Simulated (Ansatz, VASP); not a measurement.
**One calculation of Li2H, two programs**

INCAR

```
SYSTEM = Li2H
PREC = Accurate
ENCUT = 520
EDIFF = 1E-7
ISMEAR = 0
SIGMA = 0.1
LREAL = .False.
LASPH = .True.
NELM = 80
ALGO = Normal
ISIF = 2
LWAVE = .False.
LCHARG = .False.
GGA = PE
NBANDS = 10
```

File KPOINTS:

```
regular mesh
0
Gamma
  8 8 8
  0 0 0
```

The input POSCAR:

```
Li2H
1.0
   -1.6944716364      1.6944716364      2.7791077223
    1.6944716364     -1.6944716364      2.7791077223
    1.6944716364      1.6944716364     -2.7791077223
Li H
2 1
Direct
    0.5930000000      0.5930000000      0.0000000000
    0.4070000000      0.4070000000      0.0000000000
    0.0000000000      0.0000000000      0.0000000000
```

Input for Ansatz:

```yaml
crystal:
  lattice:
    - [-1.6944716364, 1.6944716364, 2.7791077223]
    - [1.6944716364, -1.6944716364, 2.7791077223]
    - [1.6944716364, 1.6944716364, -2.7791077223]
  atoms:
    - { symbol: Li, position: [0.593, 0.593, 0.0] }
    - { symbol: Li, position: [0.407, 0.407, 0.0] }
    - { symbol: H, position: [0.0, 0.0, 0.0] }
basis:
  ecutwfc: 420
kpoints:
  mp_grid: { grid: [8, 8, 8] }
hamiltonian:
  xc: pbe
scf:
  occupations: { method: gaussian, width: 0.1 }
  lower_state_search: "off"
output:
  forces: true
  stress: true
  eigenvalues: true
```

Alike in both runs: task single point; functional PBE; k mesh 8 × 8 × 8; occupations gaussian, width 0.1 eV; no spin polarisation.

|  | VASP | Ansatz |
| --- | --- | --- |
| version | VASP 6.6.1 | Ansatz 0.2.0 |
| potentials or method | VASP PAW PBE potentials, release 64 (Li_sv, H) | scalar-relativistic, plane waves, PAW |
| plane-wave cutoff (eV) | 520 | 420 |
| valence electrons in the cell | 7 | 7 |

|  | VASP | Ansatz | Ansatz less VASP |
| --- | --- | --- | --- |
| gap on the k mesh at the Fermi level (eV) | none | none | - |
| rms of the force components (eV/Å) | 9.556 | 5.326 | -4.2298 |

Atom by atom the forces differ by 4.230 eV/Å (rms over components). A gap of «none» marks a metal or a gap that the smearing closes. With one functional, cell and mesh, what is left measures potentials, basis and numerics.

Caveats: forces of over 1 eV/Å show positions far from the minimum, so gaps and moduli don't describe the material at rest.
